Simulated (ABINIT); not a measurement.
A run of ABINIT 10.8.3 (patched build) is set up as follows.

Contents of run.abi:

```
# Pseudopotentials
pp_dirpath "./"
pseudos "Zn.GGA_PBE-JTH.xml, S.GGA_PBE-JTH.xml"

# Structure
acell 7.2238560566 7.2238560565 23.6593710803
rprim
     1.0000000000     0.0000000000     0.0000000000
    -0.5000000000     0.8660254038     0.0000000000
     0.0000000000     0.0000000000     1.0000000000
ntypat 2
znucl 30 16
natom 8
typat 1 1 1 1 2 2 2 2
xred
     0.6552580000     0.3350220000     0.7498770000
     0.3072420000     0.6516710000     0.2479860000
    -0.0035850000    -0.0004060000     0.5032080000
     0.0086050000    -0.0007320000    -0.0034370000
     0.6743580000     0.3312610000     0.9394750000
     0.3451610000     0.6686360000     0.4331800000
     0.0125060000    -0.0073430000     0.6888490000
    -0.0073480000     0.0041460000     0.1905700000
chkprim 0
chksymtnons 0
tolsym 1.0e-6

# Plane-wave basis
ecut 22.0
pawecutdg 44.0

# k points
kptopt 1
ngkpt 8 8 3
nshiftk 1
shiftk 0.0 0.0 0.0

# Exchange and correlation
ixc 11

# Bands and occupations
nband 44
occopt 3
tsmear 0.05 eV

# SCF cycle
nstep 100
tolvrs 1.0e-9

# Output
iomode 3
prtwf 0
prtden 0
prteig 0
prtebands 0
enunit 1
prtvol 2
```

Potentials or basis: JTH PAW PBE v2.0.

Launch:

```bash
$ mpirun --bind-to none -np 4 abinit run.abi > log 2>&1
```

Task: Predict the largest force.

Result: 0.836 eV/Å.

Task: Estimate the pressure.

Result: 1.4 GPa.

Task: Predict the band gap on the k mesh.

Result: 2.00 eV, direct.

Forces on the atoms (eV/Å):
```
Zn   0.592 -0.073  0.225
Zn   0.192  0.435  0.069
Zn   0.274  0.061 -0.473
Zn  -0.020 -0.022  0.580
S   -0.029  0.039 -0.305
S   -0.283 -0.079  0.678
S   -0.620  0.087 -0.075
S   -0.106 -0.448 -0.698
```

Caveat: an odd mesh through Γ misses points on the zone boundary, where band edges often lie.
